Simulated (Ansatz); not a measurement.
## Convergence notes, G0W0 on CaO (CsCl type)

CaO, CsCl type, relaxed with r2SCAN; one-shot G0W0 in Ansatz without spin-orbit coupling. Spin-unpolarised throughout. Whether this structure exists isn't addressed.

```cif
data_structure
_symmetry_space_group_name_H-M 'P 1'
_symmetry_Int_Tables_number 1
_cell_length_a 2.9032
_cell_length_b 2.9032
_cell_length_c 2.9032
_cell_angle_alpha 90.000
_cell_angle_beta 90.000
_cell_angle_gamma 90.000
_cell_volume 24.47
loop_
_atom_site_label
_atom_site_type_symbol
_atom_site_fract_x
_atom_site_fract_y
_atom_site_fract_z
_atom_site_occupancy
Ca1 Ca 0.00000 0.00000 0.00000 1
O1 O 0.50000 0.50000 0.50000 1
```

Gaps are read over the mesh points alone. G0W0 here is at a finite number of bands, screening cutoff and k mesh, not at the basis limit.
```csv
start,potentials,frequency model,mesh,empty bands,screening cutoff (eV),Kohn-Sham gap (eV),G0W0 gap (eV),rough cost
PBE,PAW,contour deformation,4×4×4,39,80,2.75,4.79,7 core-seconds
PBE,PAW,contour deformation,4×4×4,92,140,2.75,4.93,13 core-seconds
PBE,PAW,contour deformation,4×4×4,169,210,2.75,5.04,40 core-seconds
PBE,PAW,contour deformation,6×6×6,39,80,2.77,4.85,29 core-seconds
PBE,PAW,Godby-Needs pole,4×4×4,92,140,2.75,4.94,16 core-seconds
PBE,norm-conserving,contour deformation,4×4×4,92,140,2.74,4.84,30 core-seconds
HSE06,PAW,contour deformation,4×4×4,92,140,4.47,5.65,50 core-seconds
LDA,PAW,contour deformation,4×4×4,92,140,2.59,4.96,13 core-seconds
r2SCAN,PAW,contour deformation,4×4×4,92,140,3.26,5.15,16 core-seconds
```

Over the mesh points the PBE gap of 2.75 eV becomes a quasiparticle gap of 5.04 eV (M to Γ), a change of +2.29 eV. Renormalisation factors Z lie between 0.74 and 0.81.

Raising bands and cutoff together moves the gap by +0.14 eV (80 to 140 eV), then +0.11 eV (140 to 210 eV); the last step is still large, so the basis limit isn't reached. A 6×6×6 mesh in place of 4×4×4 changes the opening over PBE by +0.03 eV (the gap on the mesh by +0.06 eV, the PBE gap by +0.02 eV). The Godby-Needs plasmon pole differs from contour deformation by +0.01 eV. Norm-conserving potentials (wave cutoff 1240 eV against 420 eV) shift the quasiparticle gap by -0.09 eV and the PBE gap by -0.01 eV. Starting from HSE06 (4.47 eV against PBE's 2.75 eV) gives 5.65 eV, +0.72 eV from G0W0@PBE at the same screening cutoff. Starting from LDA (2.59 eV against PBE's 2.75 eV) gives 4.96 eV, +0.03 eV from G0W0@PBE at the same screening cutoff. Starting from r2SCAN (3.26 eV against PBE's 2.75 eV) gives 5.15 eV, +0.22 eV from G0W0@PBE at the same screening cutoff. r2SCAN runs take a wave cutoff of 500 eV.
